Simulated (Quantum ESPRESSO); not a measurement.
# Ce under changes of volume

One of the cells (29.355 Å³/atom); the others are scaled copies at fixed shape and fractional positions:

```
Ce
1.0
    -1.94330    1.94330    1.94330
     1.94330   -1.94330    1.94330
     1.94330    1.94330   -1.94330
Ce
1
Direct
  0.00000 0.00000 0.00000
```

This isn't the form of Ce at room conditions, which is fcc.

* Program: Quantum ESPRESSO 7.5
* Functional: PBEsol
* Potentials or basis: SSSP 1.3 efficiency PBE
* Cutoff: 748 eV
* Density cutoff: 5987 eV
* k mesh: 10 × 10 × 10
* Occupations: fermi-dirac, width 0.05 eV
* Spin: collinear spin, ferromagnetic start
* Starting moments: [1.0] μB

| volume (Å³/atom) | energy over the lowest point (meV/atom) | pressure (GPa) | moment (μB per cell) |
| --- | --- | --- | --- |
| 27.593 | 0.00 | -4.0 | 0.00 |
| 28.181 | 16.44 | -4.5 | 0.01 |
| 28.768 | 34.76 | -4.5 | 0.46 |
| 29.355 | 52.78 | -4.3 | 0.79 |
| 29.942 | 69.23 | -4.2 | 1.03 |
| 30.529 | 84.83 | -4.2 | 1.20 |
| 31.116 | ? | ? | ? |

**Question.** What does the run at 31.116 Å³/atom give?

**Answer.** Energy over the lowest point 100.18 meV/atom; pressure -4.3 GPa; moment 1.32 μB per cell.

Worked out: A Birch-Murnaghan fit of order 3 (a polynomial in V^(-2/3)) to the other rows has no minimum within the range. It gives 97.49 meV/atom at 31.116 Å³/atom, against the run's 100.18, and -dE/dV = -3.1 GPa, against -4.3. A parabola through the other rows of the moment, of slope 0.449 μB per Å³/atom there, extrapolates to 1.51 μB, against the run's 1.32. The fit is too stiff a form for this range.

Energies are extrapolated to zero smearing.

Caveats: the potentials were made for another functional, which shifts forces and pressure; the magnetic or orbital state may not be the lowest.
